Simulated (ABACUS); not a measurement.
A run of ABACUS 3.10.1 is set up as follows.

The input INPUT:

```
INPUT_PARAMETERS
suffix              CoO
calculation         scf
basis_type          lcao
pseudo_dir          ./
orbital_dir         ./
symmetry            1
dft_functional      pbe0
ecutwfc             100
pseudo_rcut         7
nspin               2
nbands              17
ks_solver           genelpa
smearing_method     fd
smearing_sigma      0.00367493
scf_thr             1e-07
scf_nmax            100
mixing_type         broyden
mixing_beta         0.4
exx_hybrid_alpha    0.25
exx_separate_loop   1
scf_ene_thr         1e-05
exx_pca_threshold   0.001
exx_ccp_rmesh_times 2.5
out_mul             1
```

Contents of STRU:

```
ATOMIC_SPECIES
Co 58.9332 Co_ONCV_PBE-1.2.upf
O 15.9990 O_ONCV_PBE-1.2.upf

NUMERICAL_ORBITAL
Co_confined-atom_7au_3s2p2d1f.orb
O_confined-atom_6au_2s2p1d.orb

LATTICE_CONSTANT
1.8897261246

LATTICE_VECTORS
0.0000000000 2.1315000000 2.1315000000
2.1315000000 0.0000000000 2.1315000000
2.1315000000 2.1315000000 0.0000000000

ATOMIC_POSITIONS
Direct

Co
0.0
1
0.0000000000 0.0000000000 0.0000000000 1 1 1 mag 2

O
0.0
1
0.5000000000 0.5000000000 0.5000000000 1 1 1 mag 0
```

Contents of KPT:

```
K_POINTS
0
Gamma
5 5 5 0 0 0
```

Potentials or basis: SG15 ONCV 1.2 PBE, DZP LCAO (the cutoffs set its grid).

Run with:

```sh
$ OMP_NUM_THREADS=8 abacus > log
```

Task: What does it give for the Mulliken charges?

Result: Co +0.68; O -0.68 e.

Task: Predict the absolute moment.

Result: 3.06 μB per cell.

Task: Estimate the band gap on the k mesh.

Result: None (metal or under the smearing width).

Caveat: the k mesh is coarse (spacing up to 0.51 Å⁻¹), so the values aren't converged, least of all with exact exchange; the atomic orbitals were generated for these runs and aren't a published set; gaps of hybrids in this basis differ from plane-wave ones by up to 0.1 eV; the basis of atomic orbitals isn't converged, which shifts pressures, moduli and gaps; a cell with one magnetic atom can't hold antiferromagnetic order, which such compounds often take.
